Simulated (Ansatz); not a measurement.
**Levels at Γ against strain in BN**

```xyz
2
Lattice="0.0000 1.8075 1.8075 1.8075 0.0000 1.8075 1.8075 1.8075 0.0000" Properties=species:S:1:pos:R:3 pbc="T T T"
B     0.0000    0.0000    0.0000
N     2.7113    2.7113    2.7113
```

Atom numbers follow the list: B1, N2.

The conventional cell has a = 3.615 Å, b = 3.615 Å, c = 3.615 Å, α = 90.00°, β = 90.00°, γ = 90.00°. Around B (atom 1) lie 4 N at 1.57 Å. N (atom 2) has 4 B at 1.57 Å as nearest neighbours.

The geometry is COD entry 9008834, unchecked; take it as a test cell.

These are results of DFT, LDA, all-electron LAPW, scalar-relativistic (Ansatz 0.2.0), not measurements.

The runs use a Γ-centred 11×11×11 k mesh, Fermi–Dirac smearing of 0.02 eV, basis error target 0.5 meV/atom, no spin polarisation.

The cell is scaled evenly. Fractional coordinates are held (clamped ions).

Only quantities that a quadratic follows smoothly over the whole series are listed; rougher ones are left out.

```
ln(V/Vcell)  direct gap at Γ (eV)  smallest gap on mesh and path (eV)
    -0.0619                 8.983                               4.425
    -0.0408                 8.883                               4.401
    -0.0202                 8.786                               4.377
    -0.0101                 8.738                               4.365
     0.0000                 8.690                               4.353
     0.0198                 8.597                               4.329
     0.0392                 8.505                               4.305
     0.0583                 8.416                               4.281
```

(1) Fit the series and give the slopes at zero strain.

(2) One run, at ln(V/Vcell) = 0.0100, is withheld. Predict its row.

Results:

(1) Least-squares fits y = p0 + p1 x + p2 x² to the rows give direct gap at Γ (eV): p1 = -4.72, p2 = 0.19; smallest gap on mesh and path (eV): p1 = -1.2, p2 = -0.59. So dEg/dln V = -4.7 eV for the direct gap at Γ, which isn't the fundamental gap here: that one has dEg/dln V = -1.2 eV. Semilocal gaps are too small, but their slopes carry over better.

(2) The fits give 8.643, 4.341; the run gave 8.643, 4.341.
